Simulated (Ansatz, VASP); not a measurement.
## Two plane-wave programs on HBr

```
CELL_PARAMETERS angstrom
0.00000 2.82000 3.03150
2.77750 0.00000 3.03150
2.77750 2.82000 0.00000
ATOMIC_POSITIONS crystal
H 0.00000 0.00000 0.00000
Br 0.50000 0.50000 0.50000
```

Alike in both runs: task single point; functional PBEsol; k mesh 6 × 6 × 6; occupations gaussian, width 0.1 eV; no spin polarisation.

|  | VASP | Ansatz |
| --- | --- | --- |
| version | VASP 6.6.1 | Ansatz 0.2.0 |
| potentials or method | VASP PAW PBE potentials, release 64 (H, Br) | scalar-relativistic, plane waves, PAW |
| plane-wave cutoff (eV) | 520 | 420 |
| valence electrons in the cell | 8 | 8 |

|  | VASP | Ansatz | Ansatz less VASP |
| --- | --- | --- | --- |
| gap on the k mesh at the Fermi level (eV) | none | none | - |
| pressure (GPa) | -8.4 | -8.4 | +0.01 |
| largest component of the traceless stress (GPa) | 3.12 | 3.12 | +0.002 |

A gap of «none» marks a metal or a gap that the smearing closes.

Caveats: the PAW data sets were made with another functional, which shifts forces and pressure a little (VASP).
